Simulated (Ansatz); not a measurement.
# Cobalt, dhcp under BLYP: structure, energy and stiffness, part 3 of 3

What does BLYP give for cobalt in the dhcp structure? We relax it, solve it on a dense k-mesh, then scale the cell to 7 volumes from 88 to 112 % of the relaxed one and try a fit of the equation of state. The start is ferromagnetic. The k-meshes are 14×14×4 for the relaxation; 19×19×5 for the dense run; 16×16×5 for the volumes.

Ansatz 0.2.0; DFT, BLYP, plane waves (420 eV) with PAW, scalar-relativistic. The steps go on from the part before.

### Step 7. At 100 % of the relaxed volume

Input file input.yaml:

```yaml
crystal:
  lattice:
    - [2.533603942, 0.0, 0.0]
    - [-1.266801971, 2.1941653769, 0.0]
    - [0.0, 0.0, 8.1936166865]
  atoms:
    - { symbol: Co, position: [0.0, 1.0, 1.0], spin: 1.703 }
    - { symbol: Co, position: [0.0, 0.0, 0.5], spin: 1.703 }
    - { symbol: Co, position: [0.3333333333, 0.6666666667, 0.25], spin: 1.72 }
    - { symbol: Co, position: [0.6666666667, 0.3333333333, 0.75], spin: 1.72 }
hamiltonian:
  xc: blyp
  pseudopotentials:
    kind: paw
    azcp:
      Co: "pseudopotentials/Co.paw.azcp"
basis:
  ecutwfc: 420
  fft_grid_basis: typed
kpoints:
  mp_grid: { grid: [16, 16, 5], shift: [0, 0, 0] }
magnetization:
  spin_polarized: true
scf:
  occupations: { method: fermi_dirac, width: 0.05 }
  lower_state_search: "off"
output:
  stress: true
  write_density: true
  write_potential: true
  elf: true
  volumetric_format: npy
```

The log of the run (excerpt; [...] marks lines left out):

```text
Warning: RAYON_NUM_THREADS=2 ignored (pool sized by the plan → 2); use --threads N
[...]
Pseudopotentials: kind: paw
Pseudopotential: Co, paw, valence charge 17, recommended cutoff 420 eV (normal), <dir>
Functional definition: BLYP
[...]
Crystal: 4 atoms, lattice volume = 45.550 Å³
Basis set: ecut = 420 eV, 909 PW (Γ), exchange–correlation on 36×36×120 points (8 copies of the dense FFT grid, shifted against one another)
[...]
Free energy (F): -20537.036161 eV
[...]
E sigma→0 (E₀):  -20537.018821 eV
Entropy (-TS):   -0.034681 eV (-8.670 meV/atom)
Fermi energy:    18.127590 eV
[...]
--- Stress (GPa, compression-positive) ---
       -0.402531       0.000000       0.000000
       -0.000000      -0.402531       0.000000
        0.000000       0.000000       0.031128
  P = ⅓ Tr σ = -0.2580 GPa (-2.580 kbar)
--- Band table (eV; the first three rows and the last of 180) ---
[...]
```

It took 22 s on 2 threads of Arm Neoverse V1, shared host; peak memory 0.51 GiB.

### Step 8. At 104 % of the relaxed volume

Changes to input.yaml since step 7:

```diff
@@ -2,5 +2,5 @@
   lattice:
-    - [2.533603942, 0.0, 0.0]
-    - [-1.266801971, 2.1941653769, 0.0]
-    - [0.0, 0.0, 8.1936166865]
+    - [2.5669446594, 0.0, 0.0]
+    - [-1.2834723297, 2.2230392851, 0.0]
+    - [0.0, 0.0, 8.3014397972]
   atoms:
```

The log of the run (excerpt; [...] marks lines left out):

```text
Warning: RAYON_NUM_THREADS=2 ignored (pool sized by the plan → 2); use --threads N
[...]
Pseudopotentials: kind: paw
Pseudopotential: Co, paw, valence charge 17, recommended cutoff 420 eV (normal), <dir>
Functional definition: BLYP
[...]
Crystal: 4 atoms, lattice volume = 47.371 Å³
Basis set: ecut = 420 eV, 957 PW (Γ), exchange–correlation on 36×36×120 points (8 copies of the dense FFT grid, shifted against one another)
[...]
Free energy (F): -20536.995271 eV
[...]
E sigma→0 (E₀):  -20536.977445 eV
Entropy (-TS):   -0.035650 eV (-8.913 meV/atom)
Fermi energy:    17.303613 eV
[...]
--- Stress (GPa, compression-positive) ---
       -6.686372       0.000000       0.000000
        0.000000      -6.686372       0.000000
        0.000000       0.000000      -6.687848
  P = ⅓ Tr σ = -6.6869 GPa (-66.869 kbar)
--- Band table (eV; the first three rows and the last of 180) ---
[...]
```

Wall time 23 s (2 threads of Arm Neoverse V1, shared host); peak memory 0.51 GiB.

### Step 9. At 108 % of the relaxed volume

Changes to input.yaml since step 8:

```diff
@@ -2,5 +2,5 @@
   lattice:
-    - [2.5669446594, 0.0, 0.0]
-    - [-1.2834723297, 2.2230392851, 0.0]
-    - [0.0, 0.0, 8.3014397972]
+    - [2.5994410796, 0.0, 0.0]
+    - [-1.2997205398, 2.2511820105, 0.0]
+    - [0.0, 0.0, 8.4065324701]
   atoms:
@@ -28,5 +28 @@
   stress: true
-  write_density: true
-  write_potential: true
-  elf: true
-  volumetric_format: npy
```

The log of the run (excerpt; [...] marks lines left out):

```text
Warning: RAYON_NUM_THREADS=2 ignored (pool sized by the plan → 2); use --threads N
[...]
Pseudopotentials: kind: paw
Pseudopotential: Co, paw, valence charge 17, recommended cutoff 420 eV (normal), <dir>
Functional definition: BLYP
[...]
Crystal: 4 atoms, lattice volume = 49.193 Å³
Basis set: ecut = 420 eV, 983 PW (Γ), exchange–correlation on 36×36×120 points (8 copies of the dense FFT grid, shifted against one another)
[...]
Per-site moments (μB) at R_I (Å): [(1.7676556120533353, 1.0652748730190136), (1.767655612053335, 1.0652748730190136), (1.7839985026190393, 1.0652748730190136), (1.7839985026190395, 1.0652748730190136)]
Free energy (F): -20536.888964 eV
[...]
E sigma→0 (E₀):  -20536.870925 eV
Entropy (-TS):   -0.036079 eV (-9.020 meV/atom)
Fermi energy:    16.539774 eV
[...]
--- Stress (GPa, compression-positive) ---
      -11.800752       0.000000       0.000000
        0.000000     -11.800752       0.000000
        0.000000       0.000000     -11.837889
  P = ⅓ Tr σ = -11.8131 GPa (-118.131 kbar)
```

Wall time 22 s (2 threads of Arm Neoverse V1, shared host); peak memory 0.51 GiB.

### Step 10. At 112 % of the relaxed volume

Changes to input.yaml since step 9:

```diff
@@ -2,5 +2,5 @@
   lattice:
-    - [2.5994410796, 0.0, 0.0]
-    - [-1.2997205398, 2.2511820105, 0.0]
-    - [0.0, 0.0, 8.4065324701]
+    - [2.6311447051, 0.0, 0.0]
+    - [-1.3155723526, 2.2786381556, 0.0]
+    - [0.0, 0.0, 8.5090612635]
   atoms:
@@ -28 +28,5 @@
   stress: true
+  write_density: true
+  write_potential: true
+  elf: true
+  volumetric_format: npy
```

The log of the run (excerpt; [...] marks lines left out):

```text
Warning: RAYON_NUM_THREADS=2 ignored (pool sized by the plan → 2); use --threads N
[...]
Pseudopotentials: kind: paw
Pseudopotential: Co, paw, valence charge 17, recommended cutoff 420 eV (normal), <dir>
Functional definition: BLYP
[...]
Crystal: 4 atoms, lattice volume = 51.015 Å³
Basis set: ecut = 420 eV, 1019 PW (Γ), exchange–correlation on 36×36×120 points (8 copies of the dense FFT grid, shifted against one another)
[...]
Free energy (F): -20536.730257 eV
[...]
E sigma→0 (E₀):  -20536.712064 eV
Entropy (-TS):   -0.036387 eV (-9.097 meV/atom)
Fermi energy:    15.831582 eV
[...]
--- Stress (GPa, compression-positive) ---
      -15.974512       0.000000       0.000000
        0.000000     -15.974512       0.000000
        0.000000       0.000000     -15.880901
  P = ⅓ Tr σ = -15.9433 GPa (-159.433 kbar)
--- Band table (eV; the first three rows and the last of 180) ---
[...]
```

Run time: 23 s. Hardware: 2 threads of Arm Neoverse V1, shared host; peak memory 0.53 GiB.

### Step 11. The equation of state

All volumes keep the relaxed shape and fractional coordinates.

| V (Å³/atom) | E − E₀ (meV/atom) | P from the stress (GPa) | P from the fit (GPa) | largest moment (μB) |
| --- | --- | --- | --- | --- |
| 10.021 | 118.3 | 32.05 | 32.02 | 1.61 |
| 10.476 | 47.1 | 18.59 | 18.49 | 1.64 |
| 10.932 | 10.3 | 7.95 | 7.92 | 1.67 |
| 11.387 | 0.2 | -0.26 | -0.34 | 1.71 |
| 11.843 | 10.5 | -6.69 | -6.79 | 1.75 |
| 12.298 | 37.2 | -11.81 | -11.84 | 1.78 |
| 12.754 | 76.9 | -15.94 | -15.77 | 1.81 |

Fit (Birch-Murnaghan, third order): V₀ = 11.367 Å³/atom, B₀ = 184 GPa, B₀′ = 5.1, largest residual 0.16 meV/atom.

### Step 12. What came out

What follows sums up all 3 parts.

| quantity | value |
| --- | --- |
| space group (spins left aside) | P6_3/mmc (No. 194) |
| conventional cell | a = 2.534 Å, c = 8.194 Å (c/a = 3.234) |
| volume | 11.387 Å³/atom |
| shortest distance | 2.517 Å |
| gap on the mesh | none (levels filled in part) |
| magnetic state | ferromagnetic, up to 1.72 μB per atom |
| relative to hcp, ferromagnetic | +3 meV/atom |
| V₀, B₀, B₀′ | 11.367 Å³/atom, 184 GPa, 5.1 |

**Reading.** The relaxation enlarged the cell by 2.8 % in volume. Against the reference form of cobalt (hcp, ferromagnetic, computed apart with the same settings) it stands 3 meV/atom higher. It ends ferromagnetic, with up to 1.72 μB per atom. Levels at the Fermi energy are filled in part, as in a metal. The fitted modulus is 184 GPa; letting shape and positions relax at each volume could only lower it. The symmetry was held, so the structure may be unstable against distortions that break it.
